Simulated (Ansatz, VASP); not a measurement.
## BAs in VASP and in Ansatz

File INCAR:

```
PREC = Accurate
ENCUT = 520
EDIFF = 1E-6
ISMEAR = 0
SIGMA = 0.05
LREAL = False
LASPH = True
NELM = 60
ALGO = Normal
ISIF = 2
LWAVE = False
LCHARG = False
GGA = CA
NBANDS = 11
```

Contents of KPOINTS:

```
regular mesh
0
Gamma
  10 10 10
```

POSCAR

```
BAs
1.0
    0.0000000000      2.1974200000      2.2929600000
    2.1974200000      0.0000000000      2.2929600000
    2.1974200000      2.1974200000      0.0000000000
B As
1 1
Direct
    0.0000000000      0.0000000000      0.0000000000
    0.7500000000      0.7500000000      0.7500000000
```

Input for Ansatz:

```yaml
crystal:
  lattice:
    - [0.0, 2.19742, 2.29296]
    - [2.19742, 0.0, 2.29296]
    - [2.19742, 2.19742, 0.0]
  atoms:
    - { symbol: B, position: [0.0, 0.0, 0.0] }
    - { symbol: As, position: [0.75, 0.75, 0.75] }
basis:
  ecutwfc: 420
kpoints:
  mp_grid: { grid: [10, 10, 10] }
hamiltonian:
  xc: lda
scf:
  occupations: { method: gaussian, width: 0.05 }
output:
  forces: true
  stress: true
  eigenvalues: true
```

Change from the starting cell: strain -0.080 along x and y, -0.040 along z, atoms carried along.

Alike in both runs: task single point; functional LDA; k mesh 10 × 10 × 10; occupations gaussian, width 0.05 eV; no spin polarisation.

|  | VASP | Ansatz |
| --- | --- | --- |
| version | VASP 6.6.1 | Ansatz 0.2.0 |
| potentials or method | VASP PAW LDA potentials, release 64 (B, As) | scalar-relativistic, plane waves, PAW |
| plane-wave cutoff (eV) | 520 | 420 |
| valence electrons in the cell | 8 | 18 |

VASP gave:

```
gap on the k mesh at the Fermi level (eV)       : 0.56
least direct gap on the mesh (eV)               : 3.32
pressure (GPa)                                  : 39.8
largest component of the traceless stress (GPa) : 7.30
```

Question: Which values does Ansatz return?

Answer: gap on the k mesh at the Fermi level (eV): 0.57; least direct gap on the mesh (eV): 3.32; pressure (GPa): 37.7; largest component of the traceless stress (GPa): 7.38.

The two sets of potentials don't hold the same shells in valence.

Caveats: so large a pressure means that the cell lies far from this level's equilibrium, or that cutoff or potentials fall short (VASP). A k mesh can miss the band edges.
